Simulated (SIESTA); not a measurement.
The system is Pd.

```
Pd
1.0
     2.78367    0.00000    0.00000
    -1.39183    2.41072    0.00000
     0.00000    0.00000    4.62889
Pd
2
Cartesian
  0.0000 1.6071 1.1572
  1.3918 0.8036 3.4717
```

This isn't the form of Pd at room conditions, which is fcc.

Base run:

| Quantity | Value |
| --- | --- |
| Program | SIESTA 5.4.2 |
| Functional | PBEsol |
| Potentials or basis | PseudoDojo 0.4 standard (PBEsol files) |
| Basis | SZ (energy shift 0.003 Ry) |
| Grid cutoff | 800 Ry |
| Energy shift | 0.003 Ry |
| k mesh | 11 × 11 × 6 |
| Occupations | fermi-dirac, width 0.05 eV |
| Spin | no spin polarisation |

Its results: band gap on the k mesh none (metal or under the smearing width); pressure -4.1 GPa.

Problem. The run is repeated on the same cell with these changes: basis from SZ (energy shift 0.003 Ry) to DZ (energy shift 0.003 Ry; two zetas on semicore shells). What comes out?

Solution. Band gap on the k mesh none (metal or under the smearing width); pressure -12.1 GPa.

Caveats: the basis has no polarisation orbitals; the basis of atomic orbitals isn't converged, which shifts pressures, moduli and gaps.
